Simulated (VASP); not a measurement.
Wanted: the native input for a VASP 6.6.1 run.

```yaml
Task: relaxation of cell and atoms
Functional: PBE
Potentials_or_basis: VASP PAW PBE potentials, release 64 (Pd)
Cutoff: 600 eV
k_mesh: 18 × 18 × 18
Occupations: gaussian, width 0.1 eV
Spin: no spin polarisation
Further_INCAR_settings: ALGO = Normal; EDIFF = 1e-07; IBRION = 2; EDIFFG = -0.005; NSW = 90; ISIF = 3
```

The structure of Pd lies in POSCAR:

```
Pd
1.0
   -1.5431889800      1.5431889800      1.5431889800
    1.5431889800     -1.5431889800      1.5431889800
    1.5431889800      1.5431889800     -1.5431889800
Pd
1
Direct
    0.0000000000      0.0000000000      0.0000000000
```

This isn't the form of Pd at room conditions, which is fcc.

The input as run:

INCAR

```
  PREC = Accurate
  ENCUT = 600
  EDIFF = 1E-7
  ISMEAR = 0
  SIGMA = 0.1
  LREAL = False
  LASPH = True
  NELM = 100
  ALGO = Normal
  ISIF = 3
  LWAVE = False
  LCHARG = False
  GGA = PE
  IBRION = 2
  NSW = 90
  EDIFFG = -0.005
```

KPOINTS

```
regular mesh
0
Gamma
  18 18 18
```

Potentials or basis: VASP PAW PBE potentials, release 64 (Pd).

Launch:

```sh
$ cat potpaw_PBE.64/Pd/POTCAR > POTCAR
$ mpirun -np 1 vasp_std > vasp.out
```

It gave:

```yaml
Relaxed_volume: 15.40 Å³/atom
Relaxed_cell: a = 2.715 Å, b = 2.715 Å, c = 2.715 Å, α = 109.47°, β = 109.47°, γ = 109.47°
Space_group_after_relaxing_to_0.05_Å: Im-3m (No. 229)
Energy_gained_by_relaxing: 18.3 meV/atom
Ionic_steps: 4
Pressure_after_relaxing: 0.0 GPa
Band_gap_on_the_k_mesh: none (metal or under the smearing width)
```

Run time: 24 s on 1 thread of Intel(R) Xeon(R) 6975P-C (Granite Rapids), on a shared host, peak memory 0.17 GiB.
